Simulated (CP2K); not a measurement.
GaAs:

```
Ga As
1.0
     4.02870    0.00000    0.00000
     0.51658    3.99544    0.00000
    -2.27264   -1.99772    2.65982
Ga As
1 1
Cartesian
  0.0000 0.0000 0.0000
  2.2726 1.9977 0.0000
```

The cell was built by a generator and needn't be a form met in nature.

Base run:

```yaml
Program: CP2K 2026.2
Functional: PBE
Potentials_or_basis: POTENTIAL_UZH Ga GTH-PBE-q13, As GTH-PBE-q5; ccGRB-D basis
Density_cutoff: 6123 eV
k_mesh: 10 × 10 × 10
Occupations: fermi-dirac, width 0.05 eV
Spin: no spin polarisation
```

Its results: band gap on the k mesh none (metal or under the smearing width); pressure -1.3 GPa.

Q: The run is repeated on the same cell with these changes: potentials or basis from POTENTIAL_UZH Ga GTH-PBE-q13, As GTH-PBE-q5; ccGRB-D basis to POTENTIAL_UZH Ga GTH-PBE-q13, As GTH-PBE-q5; TZVP-MOLOPT-PBE-GTH basis; basis sets from Ga ccGRB-D-q13, As ccGRB-D-q5 to Ga TZVP-MOLOPT-PBE-GTH-q13, As TZVP-MOLOPT-PBE-GTH-q5. What comes out?

A: Band gap on the k mesh none (metal or under the smearing width); pressure -2.8 GPa.

Caveats: the basis of atomic orbitals isn't converged, which shifts pressures, moduli and gaps.
